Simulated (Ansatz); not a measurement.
**GaP: do energies and stresses tell the same story?**

All numbers below come from DFT PBE, scalar-relativistic, plane waves, PAW (Ansatz).

Plane waves to 420 eV, a k mesh through Γ of 8×8×8 on the computed 2-atom cell and Gaussian smearing (0.02 eV); no spin polarisation.

Relaxed cell: F-43m, a = 5.505 Å, b = 5.505 Å, c = 5.505 Å, α = 90.00°, β = 90.00°, γ = 90.00°, 2 atoms in the primitive cell.

Energies at zero smearing and pressures from the stress tensor, at volumes with shape and atoms relaxed:
| V (Å³/atom) | E − E(first) (meV/atom) | P (GPa) |
| --- | --- | --- |
| 19.603 | 0.00 | 5.52 |
| 20.229 | -15.62 | 2.56 |
| 20.854 | -20.55 | 0.04 |
| 21.480 | -16.43 | -2.09 |
| 22.106 | -4.67 | -3.89 |

Question: Check P = −dE/dV between neighbouring volumes, and get the bulk modulus from the pressures alone.

Answer: With 1 eV/Å³ = 160.2 GPa:
| middle V (Å³/atom) | −ΔE/ΔV (GPa) | mean P (GPa) |
| --- | --- | --- |
| 19.916 | 3.999 | 4.038 |
| 20.542 | 1.262 | 1.299 |
| 21.167 | -1.053 | -1.023 |
| 21.793 | -3.013 | -2.988 |

The two differ by 0.04 GPa at most. The mean of two end pressures misses the average over a step by about ΔV² P″/12, up to 0.04 GPa here; with that taken off 0.00 GPa remains. Around V = 20.854 Å³/atom, the two neighbours give B = −V ΔP/ΔV = 20.854 × 4.64 / 1.251 = 77.4 GPa, against B0 = 76.8 GPa from the Birch–Murnaghan fit of the energies.